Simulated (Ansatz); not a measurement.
**BaZrO3 in the perovskite structure**

**What was measured.** A cell as deposited of cubic BaZrO3 (space group Pm-3m), temperature not stated, from the Crystallography Open Database (2003), has a = 4.191 Å and 14.73 Å³/atom.

The computed numbers are results of PBE, scalar-relativistic (no spin polarisation) in the plane-wave PAW code Ansatz at 420 eV, Γ-centred 8×8×8 mesh, 0.05 eV Gaussian smearing; PAW files: Ansatz's generated set soft_2.

```cif
data_structure
_symmetry_space_group_name_H-M 'P 1'
_symmetry_Int_Tables_number 1
_cell_length_a 4.2284
_cell_length_b 4.2284
_cell_length_c 4.2284
_cell_angle_alpha 90.000
_cell_angle_beta 90.000
_cell_angle_gamma 90.000
_cell_volume 75.60
loop_
_atom_site_label
_atom_site_type_symbol
_atom_site_fract_x
_atom_site_fract_y
_atom_site_fract_z
_atom_site_occupancy
Ba1 Ba 0.00000 0.00000 0.00000 1
Zr1 Zr 0.50000 0.50000 0.50000 1
O1 O 0.00000 0.50000 0.50000 1
O2 O 0.50000 0.50000 0.00000 1
O3 O 0.50000 0.00000 0.50000 1
```

The start was a prototype's sites filled with these elements; the Crystallography Open Database holds the compound in this structure. The ideal cubic cell shuts out tilts of the octahedra, which such structures often take.

The cell above was scaled in volume, its shape and atoms being fixed by the lattice's symmetry. Energies are counted from the cell above.

```json
{"V (Å³/atom)": "14.29", "ΔE (meV/atom)": "23.0", "P (GPa)": "9.4", "gap on the mesh (eV)": "3.31"}
{"V (Å³/atom)": "14.52", "ΔE (meV/atom)": "11.7", "P (GPa)": "6.5", "gap on the mesh (eV)": "3.27"}
{"V (Å³/atom)": "14.82", "ΔE (meV/atom)": "?", "P (GPa)": "?", "gap on the mesh (eV)": "?"}
{"V (Å³/atom)": "15.12", "ΔE (meV/atom)": "0.0", "P (GPa)": "-0.1", "gap on the mesh (eV)": "3.18"}
{"V (Å³/atom)": "15.42", "ΔE (meV/atom)": "3.0", "P (GPa)": "-2.9", "gap on the mesh (eV)": "3.13"}
{"V (Å³/atom)": "15.72", "ΔE (meV/atom)": "11.0", "P (GPa)": "-5.5", "gap on the mesh (eV)": "3.08"}
{"V (Å³/atom)": "16.18", "ΔE (meV/atom)": "31.3", "P (GPa)": "-8.8", "gap on the mesh (eV)": "3.01"}
{"V (Å³/atom)": "16.63", "ΔE (meV/atom)": "60.3", "P (GPa)": "-11.6", "gap on the mesh (eV)": "2.94"}
```

(1) Fill in the withheld row.

(2) What do the points give for the equilibrium volume, the bulk modulus and its pressure derivative (third-order Birch–Murnaghan)?

Answers:

(1) ΔE (meV/atom): 2.7, P (GPa): 3.0, gap on the mesh (eV): 3.23.

(2) V0 = 15.11 Å³/atom, B0 = 150 GPa, B0′ = 4.5.

B0·V0 = 149.7 GPa × 15.11 Å³ = 14.12 eV/atom sets the scale: near the minimum ΔE ≈ ½ B0 V0 x², with x = V/V0 − 1, and a pressure of 1.5 GPa squeezes the volume by about 1 %. At the ends of the curve: x = −5.4 % predicts 20.7 meV/atom and the run gives 23.0; x = +10.1 % predicts 71.9 meV/atom and the run gives 60.3. The curve is steeper than the parabola on the compressed side and flatter on the expanded side: the bulk modulus rises with pressure.

**Comparison.** The computed cell (4.228 Å, 15.12 Å³/atom) differs from the database's by +2.7 % in volume, about +0.9 % in length. PBE usually overestimates volumes by a few per cent.

Semilocal functionals underestimate band gaps, commonly by a third or more. Spin–orbit coupling, which matters for such heavy elements, is left out.
